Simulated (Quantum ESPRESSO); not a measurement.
# GaP (F-43m) in Quantum ESPRESSO: further runs

The runs below take GaP through single point, equation of state, with BP86.

Program: Quantum ESPRESSO 7.5. These are calculated values, not measurements. Logs are shortened: lines on timing, memory, paths and dates and some standing lists are left out, and cuts for length are marked.

**The experiment to reproduce.**

“Phosphorous dimerization in GaP at high pressure”, 2017, arxiv:1709.06667 reports, for a bulk crystal of GaP: bulk modulus 87.5 ± 0.6 GPa.

How close the calculation comes is told below.

### 1 Starting point

It takes space group F-43m (No. 216, cubic). Conventional cell: a = 5.451 Å, b = 5.451 Å, c = 5.451 Å, α = 90.00°, β = 90.00°, γ = 90.00°. Around Ga (site symmetry -43m) lie 4 P at 2.36 Å. P (site symmetry -43m) has 4 Ga at 2.36 Å as nearest neighbours.

### 2 Single point, BP86, spin-orbit coupling, no magnetisation, 19.03 Å³/atom

Contents of pw.in:

```
&CONTROL
  calculation = 'scf'
  prefix = 'pwscf'
  outdir = './tmp'
  pseudo_dir = './pseudo'
  tprnfor = .true.
  tstress = .true.
  disk_io = 'nowf'
/
&SYSTEM
  ibrav = 0
  nat = 2
  ntyp = 2
  ecutwfc = 80
  nbnd = 30
  input_dft = 'bp'
  occupations = 'fixed'
  noncolin = .true.
  lspinorb = .true.
/
&ELECTRONS
  conv_thr = 4d-10
  electron_maxstep = 120
  mixing_beta = 0.5
/
ATOMIC_SPECIES
Ga    69.7230 Ga.upf
P     30.9738 P.upf
CELL_PARAMETERS angstrom
   0.0000000000    2.6696170428    2.6696170428
   2.6696170428    0.0000000000    2.6696170428
   2.6696170428    2.6696170428    0.0000000000
ATOMIC_POSITIONS crystal
Ga     0.0000000000    0.0000000000    0.0000000000
P      0.7500000000    0.7500000000    0.7500000000
K_POINTS automatic
6 6 6 0 0 0
```

Potentials or basis: PseudoDojo 0.4 FR PBE standard.

Started as:

```
$ OMP_NUM_THREADS=1 pw.x -in pw.in > pw.out
```

pw.out:

```text
This program is part of the open-source Quantum ESPRESSO suite
     for quantum simulation of materials; please cite
         "P. Giannozzi et al., J. Phys.:Condens. Matter 21 395502 (2009);
         "P. Giannozzi et al., J. Phys.:Condens. Matter 29 465901 (2017);
         "P. Giannozzi et al., J. Chem. Phys. 152 154105 (2020);
     in publications or presentations arising from this work. More details at

     IMPORTANT: XC functional enforced from input :
     Exchange-correlation= BP
                           (   1   1   1   1   0   0   0)
     Any further DFT definition will be discarded
     Please, verify this is what you really want

     Message from routine setup:
     using ibrav=0 with symmetry is DISCOURAGED, use correct ibrav instead

     G-vector sticks info
     --------------------
     sticks:   dense  smooth     PW     G-vecs:    dense   smooth      PW
     Sum        1135    1135    337                24933    24933    3943

     Using Slab Decomposition

     bravais-lattice index     =            0
     lattice parameter (alat)  =       7.1345  a.u.
     unit-cell volume          =     256.7873 (a.u.)^3
     number of atoms/cell      =            2
     number of atomic types    =            2
     number of electrons       =        18.00
     number of Kohn-Sham states=           30
     kinetic-energy cutoff     =      80.0000  Ry
     charge density cutoff     =     320.0000  Ry
     scf convergence threshold =      4.0E-10
     mixing beta               =       0.5000
     number of iterations used =            8  plain     mixing
     Exchange-correlation= BP
                           (   1   1   1   1   0   0   0)
     Non magnetic calculation with spin-orbit

     celldm(1)=   7.134488  celldm(2)=   0.000000  celldm(3)=   0.000000
     celldm(4)=   0.000000  celldm(5)=   0.000000  celldm(6)=   0.000000

     crystal axes: (cart. coord. in units of alat)
               a(1) = (   0.000000   0.707107   0.707107 )
               a(2) = (   0.707107   0.000000   0.707107 )
               a(3) = (   0.707107   0.707107   0.000000 )

     reciprocal axes: (cart. coord. in units 2 pi/alat)
               b(1) = ( -0.707107  0.707107  0.707107 )
               b(2) = (  0.707107 -0.707107  0.707107 )
               b(3) = (  0.707107  0.707107 -0.707107 )

     PseudoPot. # 1 for Ga read from file:
     Ga.upf
     Pseudo is Norm-conserving + core correction, Zval = 13.0
     Generated using ONCVPSP code by D. R. Hamann
     Using radial grid of 1926 points, 10 beta functions with:
                l(1) =   0
                l(2) =   0
                l(3) =   1
                l(4) =   1
                l(5) =   1
                l(6) =   1
                l(7) =   2
                l(8) =   2
                l(9) =   2
               l(10) =   2

     PseudoPot. # 2 for P  read from file:
     P.upf
     Pseudo is Norm-conserving + core correction, Zval =  5.0
     Generated using ONCVPSP code by D. R. Hamann
     Using radial grid of 1298 points, 10 beta functions with:
                l(1) =   0
                l(2) =   0
                l(3) =   1
                l(4) =   1
                l(5) =   1
                l(6) =   1
                l(7) =   2
                l(8) =   2
                l(9) =   2
               l(10) =   2

     atomic species   valence    mass     pseudopotential
     Ga               13.00    69.72300     Ga( 1.00)
     P                 5.00    30.97380     P ( 1.00)

     24 Sym. Ops. (no inversion) found

   Cartesian axes

     site n.     atom                  positions (alat units)
         1        Ga     tau(   1) = (   0.0000000   0.0000000   0.0000000  )
         2        P      tau(   2) = (   1.0606602   1.0606602   1.0606602  )

     number of k points=    16
                       cart. coord. in units 2pi/alat
        k(    1) = (   0.0000000   0.0000000   0.0000000), wk =   0.0046296
        k(    2) = (   0.1178511   0.1178511  -0.1178511), wk =   0.0370370
        k(    3) = (   0.2357023   0.2357023  -0.2357023), wk =   0.0370370
        k(    4) = (  -0.3535534  -0.3535534   0.3535534), wk =   0.0185185
        k(    5) = (   0.2357023   0.0000000  -0.0000000), wk =   0.0277778
        k(    6) = (   0.3535534   0.1178511  -0.1178511), wk =   0.1111111
[... 8 lines left out ...]
        k(   15) = (  -0.1178511  -0.3535534   0.5892557), wk =   0.1111111
        k(   16) = (  -0.7071068   0.2357023   0.0000000), wk =   0.0555556

     Dense  grid:    24933 G-vectors     FFT dimensions: (  45,  45,  45)

     Initial potential from superposition of free atoms

     starting charge      17.9972, renormalised to      18.0000
     Starting wfcs are   26 randomized atomic wfcs +    4 random wfcs

     Self-consistent Calculation

     iteration #  1     ecut=    80.00 Ry     beta= 0.50
     Davidson diagonalization with overlap
     ethr =  1.00E-02,  avg # of iterations =  4.6

     Threshold (ethr) on eigenvalues was too large:
     Diagonalizing with lowered threshold

     Davidson diagonalization with overlap
     ethr =  4.39E-04,  avg # of iterations =  2.9

     total energy              =    -167.03567536 Ry
     estimated scf accuracy    <       0.07927554 Ry
[... 50 lines left out ...]
     iteration #  9     ecut=    80.00 Ry     beta= 0.50
     Davidson diagonalization with overlap
     ethr =  1.07E-11,  avg # of iterations =  2.0

     End of self-consistent calculation

          k = 0.0000 0.0000 0.0000 (  3119 PWs)   bands (ev):

    -6.5221  -6.5221  -6.5221  -6.5221  -6.1116  -6.1116  -6.0302  -6.0302
    -6.0302  -6.0302  -4.5741  -4.5741   8.3497   8.3497   8.4373   8.4373
     8.4373   8.4373  10.6991  10.6991  12.1527  12.1527  12.3245  12.3245
    12.3245  12.3245  17.5021  17.5021  18.2469  18.2469
[... 45 lines left out ...]
    -6.5793  -6.5413  -6.5040  -6.4960  -6.1551  -6.0784  -6.0651  -6.0463
    -6.0072  -6.0045  -2.4774  -2.4723   2.3032   2.3058   5.4010   5.4199
     7.1212   7.1253  11.5172  11.5242  13.3484  13.3515  13.9088  13.9094
    16.0926  16.1155  17.5026  17.5104  19.4413  19.5037

          k = 0.0000-0.2357 0.2357 (  3094 PWs)   bands (ev):

    -6.5558  -6.5360  -6.5088  -6.5076  -6.1402  -6.0980  -6.0512  -6.0402
    -6.0189  -6.0146  -3.5828  -3.5771   4.5125   4.5242   6.1241   6.1511
     7.8484   7.8537  11.8606  11.8791  13.1504  13.2059  13.2547  13.2573
    14.4117  14.4360  16.3535  16.3636  18.8754  18.8900
[... 17 lines left out ...]
    -6.5973  -6.5458  -6.4960  -6.4763  -6.1739  -6.0740  -6.0463  -6.0394
    -6.0117  -6.0020  -1.5738  -1.5735   1.7758   1.7860   4.0225   4.0456
     6.2944   6.2975  10.8882  10.8975  14.5942  14.6159  15.9132  15.9165
    16.2326  16.2356  17.3596  17.4764  18.0535  18.0644

          k =-0.7071 0.0000 0.0000 (  3138 PWs)   bands (ev):

    -6.5817  -6.5817  -6.4868  -6.4868  -6.1193  -6.1193  -6.0331  -6.0331
    -5.9991  -5.9991  -1.3123  -1.3123   1.3279   1.3279   5.4904   5.4904
     5.5171   5.5171   9.9496   9.9496  10.1713  10.1713  19.3711  19.3711
    19.4680  19.4681  20.1606  20.1606  21.5770  21.5936
[... 10 lines left out ...]
    -6.5986  -6.5428  -6.4944  -6.4795  -6.1769  -6.0608  -6.0576  -6.0386
    -6.0074  -6.0062  -1.5704  -1.5699   1.7059   1.7152   4.4216   4.4460
     5.7026   5.7341  12.4309  12.4436  12.9735  13.0274  14.9350  14.9637
    16.3342  16.3850  17.4633  17.5480  21.1839  21.1859

          k =-0.7071 0.2357 0.0000 (  3104 PWs)   bands (ev):

    -6.6023  -6.5493  -6.4890  -6.4788  -6.1729  -6.0744  -6.0389  -6.0275
    -6.0182  -5.9998  -1.2275  -1.2246   1.4867   1.4965   4.7474   4.7647
     4.8396   4.8860  11.8661  11.8932  12.1205  12.1322  16.1288  16.1533
    16.1947  16.2354  20.4179  20.4863  20.5101  20.5338

     highest occupied, lowest unoccupied level (ev):     8.4373    9.9496

!    total energy              =    -167.04763184 Ry
     estimated scf accuracy    <          5.6E-12 Ry

     The total energy is the sum of the following terms:
     one-electron contribution =     -73.42522399 Ry
     hartree contribution      =      51.15881683 Ry
     xc contribution           =     -46.29307440 Ry
     ewald contribution        =     -98.48815028 Ry

     convergence has been achieved in   9 iterations

     Forces acting on atoms (cartesian axes, Ry/au):

     atom    1 type  1   force =     0.00000000    0.00000000    0.00000000
     atom    2 type  2   force =     0.00000000    0.00000000    0.00000000

     Total force =     0.000000     Total SCF correction =     0.000000

     Computing stress (Cartesian axis) and pressure

          total   stress  (Ry/bohr**3)                   (kbar)     P=       95.17
   0.00064696   0.00000000  -0.00000000           95.17        0.00       -0.00
   0.00000000   0.00064696  -0.00000000            0.00       95.17       -0.00
   0.00000000  -0.00000000   0.00064696            0.00       -0.00       95.17

=------------------------------------------------------------------------------=
   JOB DONE.
=------------------------------------------------------------------------------=
```

Wall time 56 s (1 thread of Arm Neoverse V2, shared host); peak memory 0.15 GiB.

Results:

| Quantity | Value |
| --- | --- |
| Free energy | -2272.7988 eV |
| Pressure | 9.5 GPa |
| Band gap on the k mesh | 1.51 eV, indirect (least direct gap 2.26 eV) |

Caveat: the potentials were made for another functional, which shifts forces and pressure.

### 3 Single point, BP86, spin-orbit coupling, no magnetisation, 19.43 Å³/atom

Edit pw.in of step 2 so:

```diff
@@ -29,5 +29,5 @@
 CELL_PARAMETERS angstrom
-   0.0000000000    2.6696170428    2.6696170428
-   2.6696170428    0.0000000000    2.6696170428
-   2.6696170428    2.6696170428    0.0000000000
+   0.0000000000    2.6884177822    2.6884177822
+   2.6884177822    0.0000000000    2.6884177822
+   2.6884177822    2.6884177822    0.0000000000
 ATOMIC_POSITIONS crystal
```

Potentials or basis: PseudoDojo 0.4 FR PBE standard.

Started as:

```
$ OMP_NUM_THREADS=1 pw.x -in pw.in > pw.out
```

Run time: 59 s. Hardware: 1 thread of Arm Neoverse V2, shared host; peak memory 0.15 GiB.

Results (log left out):

```yaml
Free_energy: -2272.8412 eV
Pressure: 7.2 GPa
Band_gap_on_the_k_mesh: 1.56 eV, indirect (least direct gap 2.08 eV)
```

Caveat: the potentials were made for another functional, which shifts forces and pressure.

### 4 Single point, BP86, spin-orbit coupling, no magnetisation, 19.84 Å³/atom

Edit pw.in of step 3 so:

```diff
@@ -29,5 +29,5 @@
 CELL_PARAMETERS angstrom
-   0.0000000000    2.6884177822    2.6884177822
-   2.6884177822    0.0000000000    2.6884177822
-   2.6884177822    2.6884177822    0.0000000000
+   0.0000000000    2.7069591804    2.7069591804
+   2.7069591804    0.0000000000    2.7069591804
+   2.7069591804    2.7069591804    0.0000000000
 ATOMIC_POSITIONS crystal
```

Started as:

```
$ OMP_NUM_THREADS=1 pw.x -in pw.in > pw.out
```

Wall time 57 s (1 thread of Arm Neoverse V2, shared host); peak memory 0.15 GiB.

It converged, with:

| Item | Value |
| --- | --- |
| Free energy | -2272.8725 eV |
| Pressure | 5.1 GPa |
| Band gap on the k mesh | 1.60 eV, indirect (least direct gap 1.91 eV) |

Caveat: the potentials were made for another functional, which shifts forces and pressure.

### 5 Single point, BP86, spin-orbit coupling, no magnetisation, 20.24 Å³/atom

Edit pw.in of step 4 so:

```diff
@@ -29,5 +29,5 @@
 CELL_PARAMETERS angstrom
-   0.0000000000    2.7069591804    2.7069591804
-   2.7069591804    0.0000000000    2.7069591804
-   2.7069591804    2.7069591804    0.0000000000
+   0.0000000000    2.7252500000    2.7252500000
+   2.7252500000    0.0000000000    2.7252500000
+   2.7252500000    2.7252500000    0.0000000000
 ATOMIC_POSITIONS crystal
```

Started as:

```
$ OMP_NUM_THREADS=1 pw.x -in pw.in > pw.out
```

Run time: 57 s. Hardware: 1 thread of Arm Neoverse V2, shared host; peak memory 0.15 GiB.

The run converged. Its results:

```
Free energy            : -2272.8937 eV
Pressure               : 3.2 GPa
Band gap on the k mesh : 1.62 eV, indirect (least direct gap 1.74 eV)
```

Caveat: the potentials were made for another functional, which shifts forces and pressure.

### 6 Single point, BP86, spin-orbit coupling, no magnetisation, 20.65 Å³/atom

Edit pw.in of step 5 so:

```diff
@@ -29,5 +29,5 @@
 CELL_PARAMETERS angstrom
-   0.0000000000    2.7252500000    2.7252500000
-   2.7252500000    0.0000000000    2.7252500000
-   2.7252500000    2.7252500000    0.0000000000
+   0.0000000000    2.7432985392    2.7432985392
+   2.7432985392    0.0000000000    2.7432985392
+   2.7432985392    2.7432985392    0.0000000000
 ATOMIC_POSITIONS crystal
```

Potentials or basis: PseudoDojo 0.4 FR PBE standard.

Started as:

```
$ OMP_NUM_THREADS=1 pw.x -in pw.in > pw.out
```

Wall time 58 s (1 thread of Arm Neoverse V2, shared host); peak memory 0.16 GiB.

The run converged. Its results:

| Property | Result |
| --- | --- |
| Free energy | -2272.9059 eV |
| Pressure | 1.5 GPa |
| Band gap on the k mesh | 1.56 eV, indirect (least direct gap 1.57 eV) |

Caveat: the potentials were made for another functional, which shifts forces and pressure.

### 7 Single point, BP86, spin-orbit coupling, no magnetisation, 21.05 Å³/atom

Edit pw.in of step 6 so:

```diff
@@ -29,5 +29,5 @@
 CELL_PARAMETERS angstrom
-   0.0000000000    2.7432985392    2.7432985392
-   2.7432985392    0.0000000000    2.7432985392
-   2.7432985392    2.7432985392    0.0000000000
+   0.0000000000    2.7611126653    2.7611126653
+   2.7611126653    0.0000000000    2.7611126653
+   2.7611126653    2.7611126653    0.0000000000
 ATOMIC_POSITIONS crystal
```

Started as:

```
$ OMP_NUM_THREADS=1 pw.x -in pw.in > pw.out
```

Wall time 57 s (1 thread of Arm Neoverse V2, shared host); peak memory 0.16 GiB.

The run converged. Its results:

* Free energy: -2272.9099 eV
* Pressure: 0.0 GPa
* Band gap on the k mesh: 1.42 eV, direct

Caveat: the potentials were made for another functional, which shifts forces and pressure.

### 8 Single point, BP86, spin-orbit coupling, no magnetisation, 21.45 Å³/atom

Edit pw.in of step 7 so:

```diff
@@ -29,5 +29,5 @@
 CELL_PARAMETERS angstrom
-   0.0000000000    2.7611126653    2.7611126653
-   2.7611126653    0.0000000000    2.7611126653
-   2.7611126653    2.7611126653    0.0000000000
+   0.0000000000    2.7786998443    2.7786998443
+   2.7786998443    0.0000000000    2.7786998443
+   2.7786998443    2.7786998443    0.0000000000
 ATOMIC_POSITIONS crystal
```

Started as:

```
$ OMP_NUM_THREADS=1 pw.x -in pw.in > pw.out
```

Run time: 57 s. Hardware: 1 thread of Arm Neoverse V2, shared host; peak memory 0.16 GiB.

It converged, with:

| Property | Result |
| --- | --- |
| Free energy | -2272.9067 eV |
| Pressure | -1.4 GPa |
| Band gap on the k mesh | 1.26 eV, direct |

Caveat: the potentials were made for another functional, which shifts forces and pressure.

### 9 Equation of state, BP86, spin-orbit coupling, no magnetisation

Potentials or basis: PseudoDojo 0.4 FR PBE standard.

No new run: the results of the series are fitted here.

Results:

```yaml
Equilibrium_volume: 21.06 Å³/atom
Bulk_modulus: 75 GPa
Pressure_derivative_of_the_bulk_modulus: 4.4
```

Energy against volume, from the lowest point:
| volume (Å³/atom) | energy (meV/atom) |
| --- | --- |
| 19.026 | 55.55 |
| 19.431 | 34.35 |
| 19.836 | 18.72 |
| 20.240 | 8.11 |
| 20.645 | 2.03 |
| 21.050 | 0.00 |
| 21.455 | 1.63 |

Caveat: the potentials were made for another functional, which shifts forces and pressure.

### 10 How close it comes

Step 9. Against the measured bulk modulus of GaP, 87.5 GPa (“Phosphorous dimerization in GaP at high pressure”, 2017, arxiv:1709.06667), the calculated 75 GPa is off by -14.3 %. The fit is for a static lattice scaled at fixed shape and fixed fractional positions.
